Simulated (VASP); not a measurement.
Crystal: CdS.

```
Cd S
1.0
     4.13146    0.00000    0.00000
    -2.06573    3.57795    0.00000
     0.00000    0.00000    6.72462
Cd S
2 2
Direct
  0.33333 0.66667 0.99932
  0.66667 0.33333 0.49932
  0.33333 0.66667 0.37568
  0.66667 0.33333 0.87568
```

Base run:

```yaml
Program: VASP 6.6.1
Functional: PBEsol
Potentials_or_basis: VASP PAW PBE potentials, release 64 (Cd, S)
Cutoff: 520 eV
k_mesh: 6 × 6 × 3
Occupations: gaussian, width 0.03 eV
Spin: no spin polarisation
```

Its results: band gap on the k mesh 1.08 eV, direct; pressure 0.0 GPa.

Task: The run is repeated on the same cell with these changes: functional from PBEsol to PBE0. What comes out?

Result: Band gap on the k mesh 2.90 eV, direct; pressure 1.8 GPa.

PBE0 gives the wider gap, since exact exchange removes part of the self-interaction.

Caveats: the PAW data sets were made with another functional, which shifts forces and pressure a little.
